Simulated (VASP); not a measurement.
# MgAl2C2 (P-3m1): formation energy of the defect C_i (12-fold void), part 6 of 9

Wanted: what the defect C_i (12-fold void) costs in MgAl2C2 (P-3m1) and how the lattice relaxes round it. The start is a computed cell from the Materials Project.

VASP 6.6.1, plane waves and PAW; the level of theory is named at each step.

So far. Step 5 (Reference C): The run ended after 3 ionic steps, 0.007 eV below its first step, once forces and stress met EDIFFG = -0.02. Step 5 (Reference C): Energy at zero smearing: -19.26447 eV.

## (7) Going on with the relaxation

Level of this step: PBEsol; plane waves and PAW (Mg, Al, C) (VASP).

The relaxation goes on from where it stopped.

INCAR

```
SYSTEM = Mg18Al36C37
PREC = Normal
ENCUT = 400
EDIFF = 1E-05
NELM = 120
ISMEAR = 0
SIGMA = 0.05
LREAL = Auto
ALGO = Fast
GGA = PS
LORBIT = 11
LWAVE = True
LCHARG = .TRUE.
IBRION = 1
NSW = 50
ISIF = 2
EDIFFG = -0.03
POTIM = 0.3
MAXMIX = 40
ISYM = 0
```

POSCAR

```
Mg18Al36C37
1.0
   10.1295331515      0.0000000000      0.0000000000
   -5.0647665759      8.7724329060      0.0000000000
    0.0000000000      0.0000000000     11.5386279424
Mg Al C
18 36 37
Direct
    0.0067868614      0.0037594257      0.0009923898
    0.0008465906      0.9993497594      0.5029057600
[... 2 atom lines left out ...]
    0.9976337385      0.6602931744      0.0025410727
    0.0083446558      0.6698819693      0.5026378739
[... 2 atom lines left out ...]
    0.3316595430      0.3330523152      0.0024009591
    0.3207836655      0.3232194129      0.5007416028
    0.3316926858      0.6624245900      0.0005923194
    0.3373695301      0.6670675984      0.5028453791
    0.6582154320      0.9988585789      0.0030404778
    0.6765489511      0.9903001541      0.5024635497
    0.6668205879      0.3364219027      0.0065032948
    0.6755785046      0.3343165779      0.5020265797
    0.6676261454      0.6670838342      0.9886344928
    0.6643723265      0.6538949860      0.4995756088
[... 4 atom lines left out ...]
    0.2084338753      0.4352757018      0.1733121222
[... 4 atom lines left out ...]
    0.1131516953      0.8920167591      0.3291072024
[... 3 atom lines left out ...]
    0.4476118414      0.2341783286      0.3250540278
[... 2 atom lines left out ...]
    0.5649788697      0.4629189828      0.1737460689
    0.4332332261      0.5468193994      0.3261235974
[... 2 atom lines left out ...]
    0.5228582131      0.7654979626      0.1874776958
    0.4388817447      0.8955000181      0.3336885380
[... 2 atom lines left out ...]
    0.8854122963      0.1119958537      0.1708948759
[... 3 atom lines left out ...]
    0.8950261075      0.4398606947      0.1785748105
    0.7827177615      0.5521370238      0.3240696858
[... 2 atom lines left out ...]
    0.9025920763      0.7709262096      0.1743034617
    0.7603750100      0.8678147987      0.3325548632
[... 7 atom lines left out ...]
    0.2144506653      0.4356043867      0.3689478703
[... 2 atom lines left out ...]
    0.1214735497      0.8963192909      0.1378172188
[... 3 atom lines left out ...]
    0.4493465416      0.2366199093      0.1349613404
[... 3 atom lines left out ...]
    0.4280208704      0.5489874587      0.1388958428
    0.5605500951      0.4535494915      0.3658403701
    0.4423027944      0.5514610332      0.6329421696
    0.5546570333      0.4434553614      0.8654755012
    0.4434155377      0.8969386349      0.1350572407
    0.5372722794      0.7720402377      0.3723446574
[... 1 atom line left out ...]
    0.5557232136      0.7736651746      0.8632161669
[... 1 atom line left out ...]
    0.8770042407      0.0936819390      0.3563788366
[... 2 atom lines left out ...]
    0.7871692507      0.5486014830      0.1339934916
    0.8904622486      0.4389367763      0.3700017154
    0.7778762255      0.5535567501      0.6355751171
[... 1 atom line left out ...]
    0.8055089245      0.9104809040      0.0914339145
    0.8909739970      0.7754875325      0.3617759361
    0.7806548256      0.8889065904      0.6342466807
    0.8895928047      0.7747727460      0.8641628648
    0.7236397647      0.7937012272      0.1703860405
```

KPOINTS

```
Automatic mesh
0
Gamma
2 2 1
0 0 0
```

The projector-augmented-wave data sets are Mg, Al and C (PBE family, release 64).

Run with:

```bash
$ export OMP_NUM_THREADS=8
$ mpirun -np 1 vasp_std
```

Log:

```text
[... set-up lines as in an earlier step ...]
 entering main loop
       N       E                     dE             d eps       ncg     rms          rms(c)
DAV:   1     0.720137006781E+03    0.72014E+03   -0.10420E+05  1560   0.106E+03
DAV:   2    -0.499126952949E+03   -0.12193E+04   -0.11593E+04  1936   0.201E+02
DAV:   3    -0.608324463811E+03   -0.10920E+03   -0.10811E+03  1832   0.595E+01
DAV:   4    -0.611723274452E+03   -0.33988E+01   -0.33857E+01  1880   0.111E+01
[...]
RMM:  14    -0.537319788578E+03   -0.86971E-04   -0.10630E-03  1628   0.584E-02    0.127E-02
RMM:  15    -0.537319807971E+03   -0.19393E-04   -0.18874E-04  1666   0.249E-02    0.138E-02
RMM:  16    -0.537319809192E+03   -0.12212E-05   -0.31254E-05  1058   0.103E-02
   1 F= -.53731981E+03 E0= -.53730949E+03  d E =-.537320E+03
[... from here on, the cycles between the ionic steps are left out ...]
   2 F= -.53753294E+03 E0= -.53752320E+03  d E =-.213130E+00
   5 F= -.53806566E+03 E0= -.53805617E+03  d E =-.142628E+00
   9 F= -.53842417E+03 E0= -.53841454E+03  d E =-.183552E-01
  13 F= -.53860257E+03 E0= -.53859573E+03  d E =-.224764E-01
  17 F= -.53866395E+03 E0= -.53865495E+03  d E =-.324862E-01
  21 F= -.53864336E+03 E0= -.53863527E+03  d E =0.387126E-01
  25 F= -.53862464E+03 E0= -.53861726E+03  d E =-.821382E-02
  29 F= -.53863612E+03 E0= -.53862831E+03  d E =-.120077E-01
  33 F= -.53863327E+03 E0= -.53862565E+03  d E =0.549033E-02
  37 F= -.53863110E+03 E0= -.53862395E+03  d E =-.397197E-02
  41 F= -.53864896E+03 E0= -.53864114E+03  d E =0.135105E-03
  45 F= -.53864959E+03 E0= -.53864178E+03  d E =0.514140E-02
  49 F= -.53863046E+03 E0= -.53862382E+03  d E =0.110488E-01
  50 F= -.53862160E+03 E0= -.53861553E+03  d E =0.885268E-02
 BRION: g(F)=  0.364E-02 g(S)=  0.000E+00 retain N=  2 mean eig= 4.84
 eig:   2.865  6.810
 writing wavefunctions
```

It took 11 min on 1 × NVIDIA H100 80GB HBM3, 81559 MiB with 1 MPI rank of AMD EPYC 7R13 (Zen 3), shared host; peak memory 2 GiB.

From OUTCAR (step 7):

```text
 k-point     1 :       0.0000    0.0000    0.0000
  band No.  band energies     occupation
    ...
    143       6.5266      2.00000
    144       6.5384      2.00000
    145       6.5411      2.00000
    146       7.5144      1.99999
    147       7.6308      1.78990
    148       9.1466      0.00000
    149       9.1717      0.00000
    150       9.2980      0.00000
    151       9.3507      0.00000
    152       9.3656      0.00000
    ...

  Total        4.0083545      1.3452770      7.0215686      3.6595541     -2.6715763     -2.5948048
  in kB        6.2634418      2.1021256     10.9718806      5.7184074     -4.1745966     -4.0546336
  external PRESSURE =       6.4458160 kB  Pullay stress =       0.0000000 kB

 POSITION                                       TOTAL-FORCE (eV/Angst)
 -----------------------------------------------------------------------------------
      0.23608      0.12938     -0.08043         0.047245      0.003531      0.048799
     -5.06644      8.75236      5.80810        -0.013314     -0.008744     -0.005674
      8.44300      2.87669     11.53021        -0.007214      0.015604     -0.016833
     -1.67571      2.91118      5.77860        -0.001117     -0.019654      0.021799
      6.72213      5.84242      0.00006         0.018189     -0.016091     -0.018458
     -3.37444      5.84650      5.78684        -0.007909      0.004869      0.008737
     -1.66524      8.73286      0.02608         0.001490      0.002350     -0.003450
      3.34675     -0.00167      5.81873        -0.008970     -0.001534     -0.014930
      1.68703      2.93887      0.02450        -0.001091     -0.011103      0.005480
      1.68722      2.84804      5.80493        -0.012164      0.023357      0.018003
     -0.02676      5.82201     -0.00786         0.008806     -0.012575     -0.014909
      0.01656      5.83788      5.79873         0.011370      0.003463      0.013468
      1.61570      8.81094     -0.05351        -0.041899     -0.027049      0.053118
      1.66124      8.77295      5.83667         0.004399     -0.006859     -0.004104
[...]
-----------------------------------------------------------------------------------
    total drift:                               -0.012974     -0.005093     -0.017565

  FREE ENERGIE OF THE ION-ELECTRON SYSTEM (eV)
  ---------------------------------------------------
  free  energy   TOTEN  =      -538.6216043713 eV

  energy  without entropy=     -538.6094553285  energy(sigma->0) =     -538.61552985

[... 5 parts as in an earlier step ...]

[... 9 further parts left out ...]
[key lines of the parts left out:]
E-fermi :   7.6751
```

The relaxation used up its NSW steps before the forces met EDIFFG.

## (8) The defect cell, charge -1, spin collinear

This step: PBEsol, spin-polarised, with small moments to start from; plane waves and PAW (Mg, Al, C) (VASP 6.6.1).

This cell carries charge -1, set by NELECT and balanced by a uniform background.

INCAR

```
SYSTEM = Mg18Al36C37
PREC = Normal
ENCUT = 400
EDIFF = 1E-05
NELM = 120
ISMEAR = 0
SIGMA = 0.05
LREAL = Auto
ALGO = Fast
GGA = PS
NELECT = 293
ISPIN = 2
MAGMOM = 0 0 0 0 0 0 0 0 0 0 0 0 0 0 0 0 0 0 0 0 0 0 0 0 0 0 0 0 0 0 0 0 0 0 0.6 0 0 0 0 0 0 0 0 0 0 0 0 0.6 0 0 0.6 0 0 0 0 0 0 0 0 0 0 0 0 0 0 0 0 0 0 0 0 0 0 0 0 0 0 0 0 0 0 0 0 0 0 0 0 0 0 0 0.6
LORBIT = 11
LWAVE = True
LCHARG = .FALSE.
IBRION = 2
NSW = 50
ISIF = 2
EDIFFG = -0.03
POTIM = 0.4
MAXMIX = 40
ISYM = 0
```

POSCAR

```
Mg18Al36C37
1.0
   10.1295331515      0.0000000000      0.0000000000
   -5.0647665759      8.7724329060      0.0000000000
    0.0000000000      0.0000000000     11.5386279424
Mg Al C
18 36 37
Direct
    0.0000000000      0.0000000000      0.0000000000
    0.0000000000      0.0000000000      0.5000000000
[... 2 atom lines left out ...]
    0.0000000000      0.6666666700      0.0000000000
    0.0000000000      0.6666666700      0.5000000000
[... 2 atom lines left out ...]
    0.3333333300      0.3333333300      0.0000000000
    0.3333333300      0.3333333300      0.5000000000
    0.3333333300      0.6666666700      0.0000000000
    0.3333333300      0.6666666700      0.5000000000
    0.6666666700      0.0000000000      0.0000000000
    0.6666666700      0.0000000000      0.5000000000
    0.6666666700      0.3333333300      0.0000000000
    0.6666666700      0.3333333300      0.5000000000
    0.6699165900      0.6654845300      0.0022218900
    0.6680505200      0.6643833100      0.5004244300
[... 4 atom lines left out ...]
    0.2222222200      0.4444444400      0.1751338600
[... 4 atom lines left out ...]
    0.1111111100      0.8888888900      0.3248661400
[... 3 atom lines left out ...]
    0.4444444400      0.2222222200      0.3248661400
[... 2 atom lines left out ...]
    0.5510990600      0.4439826200      0.1731331500
    0.4406727300      0.5564394100      0.3233879300
[... 2 atom lines left out ...]
    0.5540235600      0.7777383400      0.1712719400
    0.4444444400      0.8888888900      0.3248661400
[... 2 atom lines left out ...]
    0.8888888900      0.1111111100      0.1751338600
[... 3 atom lines left out ...]
    0.8888888900      0.4444444400      0.1751338600
    0.7767968300      0.5536363700      0.3226103700
[... 2 atom lines left out ...]
    0.8904513100      0.7837989100      0.1756518200
    0.7810108200      0.8976176800      0.3240225300
[... 7 atom lines left out ...]
    0.2222222200      0.4444444400      0.3652076800
[... 2 atom lines left out ...]
    0.1111111100      0.8888888900      0.1347923200
[... 3 atom lines left out ...]
    0.4444444400      0.2222222200      0.1347923200
[... 3 atom lines left out ...]
    0.4396111100      0.5519887000      0.1354901900
    0.5588790900      0.4489669900      0.3651715000
    0.4444444400      0.5555555600      0.6347923200
    0.5555555600      0.4444444400      0.8652076800
    0.4444444400      0.8888888900      0.1347923200
    0.5535820600      0.7769701700      0.3699304500
[... 1 atom line left out ...]
    0.5555555600      0.7777777800      0.8652076800
[... 1 atom line left out ...]
    0.8888888900      0.1111111100      0.3652076800
[... 2 atom lines left out ...]
    0.7867260100      0.5552910500      0.1295490800
    0.8888888900      0.4444444400      0.3652076800
    0.7777777800      0.5555555600      0.6347923200
[... 1 atom line left out ...]
    0.7745062000      0.8895793800      0.1346913500
    0.8904710500      0.7746259700      0.3672999100
    0.7777777800      0.8888888900      0.6347923200
    0.8888888900      0.7777777800      0.8652076800
    0.6766091300      0.6702278500      0.2479683300
```

KPOINTS is that of step 7.

Log:

```text
[... set-up lines as in an earlier step ...]
 entering main loop
       N       E                     dE             d eps       ncg     rms          rms(c)
DAV:   1     0.736949815683E+03    0.73695E+03   -0.10438E+05  3128   0.106E+03
DAV:   2    -0.486880360975E+03   -0.12238E+04   -0.11648E+04  3880   0.202E+02
DAV:   3    -0.597020343242E+03   -0.11014E+03   -0.10899E+03  3720   0.592E+01
DAV:   4    -0.600467193485E+03   -0.34469E+01   -0.34327E+01  3760   0.111E+01
DAV:   5    -0.600578362637E+03   -0.11117E+00   -0.11105E+00  3832   0.204E+00BRMIX: very serious problems
 the old and the new charge density differ
 old charge density:   292.00000 new  292.99999
    0.416E+01
RMM:   6    -0.526328787660E+03    0.74250E+02   -0.24137E+02  3089   0.218E+01    0.140E+01
RMM:   7    -0.527733951095E+03   -0.14052E+01   -0.67564E+01  3098   0.132E+01    0.989E+00
RMM:   8    -0.527209033039E+03    0.52492E+00   -0.83457E+00  3089   0.528E+00    0.378E+00
RMM:   9    -0.526779759462E+03    0.42927E+00   -0.10077E+00  3096   0.198E+00    0.227E+00
[...]
RMM:  18    -0.526642370985E+03    0.49207E-04   -0.42079E-04  3121   0.327E-02    0.529E-02
RMM:  19    -0.526642345856E+03    0.25129E-04   -0.72634E-04  3100   0.388E-02    0.120E-02
RMM:  20    -0.526642353425E+03   -0.75684E-05   -0.94813E-05  2996   0.197E-02
   1 F= -.52664235E+03 E0= -.52663888E+03  d E =-.526642E+03  mag=     1.5041
[... from here on, the cycles between the ionic steps are left out ...]
   2 F= -.52743148E+03 E0= -.52743000E+03  d E =-.789125E+00  mag=     1.5003
   5 F= -.52770232E+03 E0= -.52770048E+03  d E =-.236889E+00  mag=     1.4994
   9 F= -.52787184E+03 E0= -.52787154E+03  d E =-.808326E-01  mag=     1.0076
  13 F= -.52798622E+03 E0= -.52798622E+03  d E =-.598718E-01  mag=     1.0002
  17 F= -.52803358E+03 E0= -.52803358E+03  d E =-.174036E-01  mag=     0.9999
  21 F= -.52810453E+03 E0= -.52810453E+03  d E =-.542938E-01  mag=     0.9999
  25 F= -.52829741E+03 E0= -.52829741E+03  d E =-.247175E+00  mag=     1.0000
  29 F= -.52830481E+03 E0= -.52830481E+03  d E =-.558859E-02  mag=     1.0001
  33 F= -.52838220E+03 E0= -.52838220E+03  d E =-.691194E-01  mag=     1.0000
  37 F= -.52860890E+03 E0= -.52860890E+03  d E =-.106582E+00  mag=     0.9998
  41 F= -.52883047E+03 E0= -.52883029E+03  d E =-.169212E+00  mag=     1.0000
  45 F= -.52903568E+03 E0= -.52903451E+03  d E =-.205208E+00  mag=     0.9998
  49 F= -.52934315E+03 E0= -.52934021E+03  d E =-.307471E+00  mag=     1.0000
  50 F= -.52952865E+03 E0= -.52952559E+03  d E =-.185493E+00  mag=     0.9999
 trial-energy change:   -0.185493  1 .order   -0.184741   -0.203642   -0.165841
 step:   1.5723(harm=  2.1303)  dis= 0.40043  next Energy=  -529.795214 (dE=-0.452E+00)
 writing wavefunctions
```

The job ended after 28 min (1 × NVIDIA H100 80GB HBM3, 81559 MiB with 1 MPI rank; peak memory 2.4 GiB).

OUTCAR, selected parts (step 8):

```text
 ion  position               nearest neighbor table
   1  0.000  0.000  0.000-  55 2.49  90 2.49  58 2.49  82 2.49  63 2.49  87 2.52  51 2.78  22 2.81
                            19 2.81  54 2.81  30 2.81  43 2.81  17 3.37   9 3.38   3 3.38   5 3.38
   2  0.000  0.000  0.500-  57 2.49  56 2.49  89 2.49  80 2.49  65 2.49  88 2.50  52 2.80  20 2.81
                            53 2.81  21 2.81  28 2.81  45 2.81  10 3.38   6 3.38   4 3.38   8 3.38
   3  0.000  0.333  0.000-  82 2.49  79 2.49  62 2.49  86 2.49  55 2.49  59 2.49  43 2.81  23 2.81
                            46 2.81  47 2.81  22 2.81  26 2.81  13 3.38   1 3.38   9 3.38  15 3.38
   4  0.000  0.333  0.500-  80 2.49  60 2.49  81 2.49  84 2.49  57 2.49  61 2.49  45 2.81  44 2.81
                            25 2.81  49 2.81  20 2.81  24 2.81  14 3.38   2 3.38  10 3.38  16 3.38
   5  0.000  0.667  0.000-  83 2.40  63 2.49  66 2.49  59 2.49  90 2.49  86 2.49  30 2.81  27 2.81
                            50 2.81  26 2.81  47 2.81  51 2.84  17 3.34   7 3.38   1 3.38  11 3.38
   6  0.000  0.667  0.500-  88 2.45  65 2.49  85 2.49  64 2.49  61 2.49  84 2.49  28 2.81  29 2.81
                            24 2.81  53 2.81  49 2.81  48 2.83  18 3.35   8 3.38   2 3.38  12 3.38
   7  0.333  0.000  0.000-  66 2.49  67 2.49  63 2.49  75 2.49  58 2.49  70 2.49  27 2.81  34 2.81
                            30 2.81  42 2.81  19 2.81  31 2.81   5 3.38   9 3.38  11 3.38   1 3.38
   8  0.333  0.000  0.500-  64 2.49  69 2.49  65 2.49  77 2.49  56 2.49  68 2.49  29 2.81  32 2.81
[...]
90  0.889  0.778  0.865-  50 2.00  30 2.00  54 2.00  53 2.19  17 2.49   1 2.49   5 2.49
  91  0.677  0.670  0.248-  51 2.05  48 2.09  35 2.17  52 2.18  39 2.21  36 2.25  17 2.84

 spin component 1
 k-point     1 :       0.0000    0.0000    0.0000
  band No.  band energies     occupation
    ...
    143       6.5201      1.00000
    144       6.5432      1.00000
    145       6.5564      1.00000
    146       7.4045      1.00000
    147       7.4965      1.00000
    148       9.1028      0.00000
    149       9.1836      0.00000
    150       9.2391      0.00000
    151       9.2927      0.00000
    152       9.2994      0.00000
    ...

 k-point     2 :       0.5000    0.0000    0.0000
  band No.  band energies     occupation
    ...
    143       6.3800      1.00000
    144       6.6972      1.00000
    145       6.7377      1.00000
    146       7.4881      1.00000
    147       7.6640      1.00000
    148       8.6884      0.00000
    149       8.8571      0.00000
    150       9.4579      0.00000
    151       9.5032      0.00000
    152       9.6799      0.00000
    ...

  Total       16.4186153      9.7742998     22.5168831      0.2353383     -1.7106140     -0.3332240
  in kB       25.6556755     15.2732895     35.1848093      0.3677388     -2.6730000     -0.5206947
  external PRESSURE =      25.3712581 kB  Pullay stress =       0.0000000 kB

 POSITION                                       TOTAL-FORCE (eV/Angst)
 -----------------------------------------------------------------------------------
     -0.00261      0.03728     11.50647         0.574131      0.413380     -0.487300
      0.10444      0.00471      5.85118        -0.262085     -0.152075     -0.157138
      8.42070      2.88503     11.52927        -0.037731      0.028263      0.061344
      8.44245      2.92172      5.79626        -0.002554     -0.013240     -0.123153
      6.76435      5.73063     11.51093         0.203113      0.085626     -0.127060
      6.73455      5.84539      5.77912         0.193146     -0.071946      0.094293
     -1.69611      8.73842      0.01118         0.058118     -0.001097      0.109766
     -1.66208      8.74360      5.83153        -0.071194      0.209923     -0.178805
      1.67604      2.93420      0.02762        -0.011016     -0.062750     -0.020128
      1.70447      2.94984      5.73177        -0.132634     -0.139393      0.208564
     -0.01251      5.74239     11.51793        -0.192430      0.053836     -0.144310
      0.06931      5.78068      5.74269        -0.260605      0.247914      0.327469
      6.75577      0.01694     11.51497        -0.607548      0.439236     -0.506851
      1.61889      8.74969      5.80421         0.229377     -0.092699      0.032574
[...]
-----------------------------------------------------------------------------------
    total drift:                                0.034090      0.006455     -0.029536

  FREE ENERGIE OF THE ION-ELECTRON SYSTEM (eV)
  ---------------------------------------------------
  free  energy   TOTEN  =      -529.5286452344 eV

  energy  without entropy=     -529.5225296554  energy(sigma->0) =     -529.52558744

 magnetization (x)
# of ion       s       p       d       tot
------------------------------------------
    1        0.000   0.001   0.002   0.003
    2       -0.000  -0.000   0.000  -0.000
    3        0.000  -0.000   0.000   0.000
    4        0.000   0.001   0.000   0.001
    5        0.000   0.000   0.000   0.000
    6        0.000   0.000   0.000   0.001
    7       -0.000   0.000   0.000   0.000
    8        0.000   0.000   0.000   0.000
    9        0.000   0.000   0.000   0.001
   10        0.000   0.000   0.000   0.000
   11       -0.000   0.000   0.000   0.000
   12        0.001   0.001   0.000   0.001
   13        0.000   0.001   0.002   0.003
[...]
--------------------------------------------------
tot          0.055   0.422   0.007   0.485

[... 4 parts as in an earlier step ...]

[... 12 further parts left out ...]
[key lines of the parts left out:]
E-fermi :   7.8444
```

Relaxation path (22 of 50):

| step | energy less that of the first step (eV) | largest force (eV/Å) |
| --- | --- | --- |
| 1 | 0.0000 | 2.2197 |
| 3 | -0.8231 | 0.8625 |
| 6 | -1.1254 | 0.2538 |
| 8 | -1.2043 | 0.2836 |
| 10 | -1.2560 | 0.4250 |
| 13 | -1.3439 | 0.1924 |
| 15 | -1.3738 | 0.1662 |
| 17 | -1.3912 | 0.2239 |
| 20 | -1.4193 | 0.5330 |
| 22 | -1.5735 | 1.2585 |
| 24 | -1.6313 | 1.2772 |
| 27 | -1.6609 | 1.0503 |
| 29 | -1.6625 | 0.9147 |
| 31 | -1.6783 | 0.8138 |
| 34 | -1.8025 | 0.6338 |
| 36 | -1.8920 | 0.6953 |
| 38 | -2.0189 | 0.6293 |
| 41 | -2.1881 | 0.9607 |
| 43 | -2.3668 | 1.2392 |
| 45 | -2.3933 | 1.7930 |
| 48 | -2.3649 | 3.0761 |
| 50 | -2.8863 | 1.6602 |

The atoms that moved most (Å):

```
atom      dx      dy      dz  length
 C91  -0.057   1.174  -0.731   1.384
 C87   0.041   0.129  -0.664   0.678
Al52   0.066  -0.274   0.245   0.373
 C88   0.098   0.006   0.289   0.305
Al51   0.155  -0.071  -0.131   0.215
Mg18  -0.066  -0.064   0.173   0.195
Mg17  -0.077   0.028  -0.157   0.177
 C76  -0.052  -0.031   0.160   0.171
```

The run used up its steps with a largest force of 1.66 eV/Å at its last finished step, so it is continued.

(Continued in part 7 of 9.)

[Lines on the potential files, build, host, timing and source positions are cut from VASP's logs without a mark.]

[Logs are printed without paths, hosts, clocks, repeated set-up lines and the standing remarks that a program may print on its own settings, such as how far it seeks lower states.]

[Hosts, paths, dates, database ids (printed as entryN), source tags and the programs' standing remarks are cut or masked in the printed files.]

[In band tables of VASP the shares of atoms and orbitals are scaled to a sum of 1 inside the atoms' spheres.]

[Runs that stopped without an error message from VASP are left out.]
